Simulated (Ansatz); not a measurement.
**Au in Ansatz: convergence with k mesh**

Au:

```
Au
1.0
    -0.04177    1.95347    2.18363
     2.02130    0.08375    2.05811
     2.13229    1.93894   -0.02724
Au
1
Direct
  0.00000 0.00000 0.00000
```

This isn't the form of Au at room conditions, which is fcc.

```yaml
Program: Ansatz 0.2.0
Task: convergence study
Functional: r2SCAN
Potentials_or_basis: JTH PAW
Cutoff: "750 eV (not typed: the program's choice for these potentials)"
k_mesh: 3 × 4 × 3
Occupations: gaussian, width 0.1 eV
Spin: no spin polarisation
```

These are the settings of the first run; the series varies k mesh, with any setting tied to it.

Hardware: 2 threads of Arm Neoverse V1 (shared host).

```
      k mesh  energy less the tightest run, at zero smearing (meV/atom)  pressure (GPa)  gap on the mesh (eV)  SCF cycles  CPU time (s)  peak memory (GiB)
   3 × 4 × 3                                                    -280.16            2.48                 1.180           7           2.7               0.32
   4 × 5 × 4                                                     126.25            8.79                 0.000           7             4               0.33
   5 × 6 × 5                                                     -50.56            6.03                 0.000           7             6               0.34
   6 × 7 × 6                                                      41.41            7.43                 0.000           8           9.2               0.37
   8 × 9 × 8                                                      16.27            7.18                 0.000           7            19               0.44
10 × 11 × 10                                                       8.76            7.03                 0.000           7            34               0.53
12 × 13 × 12                                                       3.21            6.94                 0.000           7            57               0.65
15 × 16 × 15                                                      -4.68            6.88                 0.000           7           110               0.94
18 × 19 × 18                                                       0.00            6.90                 0.000           7           190                1.4
```

Against the tightest run, the pressure stays within 0.1 GPa from 12 × 13 × 12 on; the gap on the mesh stays within 0.01 eV from 4 × 5 × 4 on. Not settled before the last step: the energy (to 1 meV/atom). Meshes of other sizes hit other points, so gaps and Fermi surfaces needn't settle smoothly. The tightest run that finished is the yardstick and may itself not be fully converged.

Spin-orbit coupling is left out, which matters for the levels of Au.
